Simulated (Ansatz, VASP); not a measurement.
Two plane-wave programs on AlN

```
Al N
1.0
     1.80424   -2.88679    0.00000
     1.80424    2.88679    0.00000
     0.00000    0.00000    3.60849
Al N
2 2
Direct
  0.98981 0.01019 0.99600
  0.64800 0.35200 0.49600
  0.99377 0.00623 0.49600
  0.64404 0.35596 0.99600
```

Alike in both runs: functional PBEsol; k mesh 9 × 9 × 7; no spin polarisation.

Ansatz relaxed the structure, and its values are those at the end. VASP's run is a single point on that final structure, the one shown.

|  | VASP | Ansatz |
| --- | --- | --- |
| version | VASP 6.6.1 | Ansatz 0.2.0 |
| potentials or method | VASP PAW PBE potentials, release 64 (Al, N) | scalar-relativistic, plane waves, PAW |
| plane-wave cutoff (eV) | 520 | 520 |
| occupations | gaussian, width 0.01 eV | fixed |
| valence electrons in the cell | 16 | 16 |

```csv
,VASP,Ansatz,Ansatz less VASP
gap on the k mesh at the Fermi level (eV),3.55,3.54,-0.008
least direct gap on the mesh (eV),4.04,4.03,-0.005
pressure (GPa),20.2,20.0,-0.21
```

Caveats: so large a pressure means that the cell lies far from this level's equilibrium, or that cutoff or potentials fall short (VASP); the potentials were made for another functional, which shifts forces and pressure (VASP); an odd mesh through Γ misses points on the zone boundary, where band edges often lie.
